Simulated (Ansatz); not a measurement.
Runs of Ansatz 0.2.0 on N. The structure is hexagonal, space group P6_3/mmc (No. 194). The conventional cell has a = 4.167 Å, b = 4.167 Å, c = 7.006 Å, α = 90.00°, β = 90.00°, γ = 120.00°. Around N (site symmetry 3m) lie 1 N at 1.11 Å. 

```csv
share of exact exchange,gap on the mesh (eV),pressure (GPa),largest force (eV/Å)
0.15,8.56,-1.7,(c)
0.1,8.09,(a),1.35
0.2,9.03,-2.2,(b)
0.05,7.62,(d),0.95
```

Alike in all rows: task single point; level HSE06 form with a typed share of exact exchange; potentials or basis Ansatz PAW; no spin polarisation; cell as given; k mesh 4 × 4 × 2; cutoff (eV) 420; smearing fermi-dirac 0.05 eV; the mesh is coarse, so values aren't converged.

Q: Estimate the missing entries.

A: (a) -1.3; (b) 2.16; (c) 1.76; (d) -0.8.

Caveats: all runs use coarse meshes; the PAW data sets come from PBE, with cores solved anew for the run's functional, which leaves a small shift of forces and pressure; the thresholds are loose for stress; forces of over 1 eV/Å show positions far from the minimum, so gaps and moduli don't describe the material at rest (some runs).

A k mesh can miss the band edges.
